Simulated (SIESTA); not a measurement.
## Sb under changes of volume

One of the cells (30.206 Å³/atom); the others are scaled copies at fixed shape and fractional positions:

```xyz
2
Lattice="2.1542 1.2437 3.7580 -2.1542 1.2437 3.7580 0.0000 -2.4875 3.7580" Properties=species:S:1:pos:R:3 pbc="T T T"
Sb    0.0000    0.0000    8.6416
Sb    0.0000    0.0000    2.6324
```

```yaml
Program: SIESTA 5.4.2
Functional: LDA
Potentials_or_basis: PseudoDojo 0.4 standard (LDA files)
Basis: DZP (energy shift 0.003 Ry; two zetas on semicore shells)
Grid_cutoff: 500 Ry
Energy_shift: 0.003 Ry
k_mesh: 8 × 8 × 8
Occupations: fermi-dirac, width 0.05 eV
Spin: no spin polarisation
```

```csv
volume (Å³/atom),energy over the lowest point (meV/atom),pressure (GPa),largest force (eV/Å)
28.393,18.64,3.8,0.572
28.998,7.20,2.3,0.452
29.602,1.19,0.9,0.340
30.206,0.00,-0.3,0.234
30.810,3.14,-1.4,0.137
31.414,?,?,?
32.018,20.85,-3.3,0.039
```

What does the run at 31.414 Å³/atom give?

Energy over the lowest point 10.25 meV/atom; pressure -2.4 GPa; largest force 0.046 eV/Å.

Worked out: A Birch-Murnaghan fit of order 3 (a polynomial in V^(-2/3)) to the other rows has its minimum at 30.06 Å³/atom with B0 = V·E''(V) = 59 GPa and B' = 4.2 at fixed shape and positions, which overstates the stiffness. It gives 10.23 meV/atom at 31.414 Å³/atom, against the run's 10.25, and -dE/dV = -2.4 GPa, against -2.4.

Energies are extrapolated to zero smearing.

Caveats: the basis of atomic orbitals isn't converged, which shifts pressures, moduli and gaps.
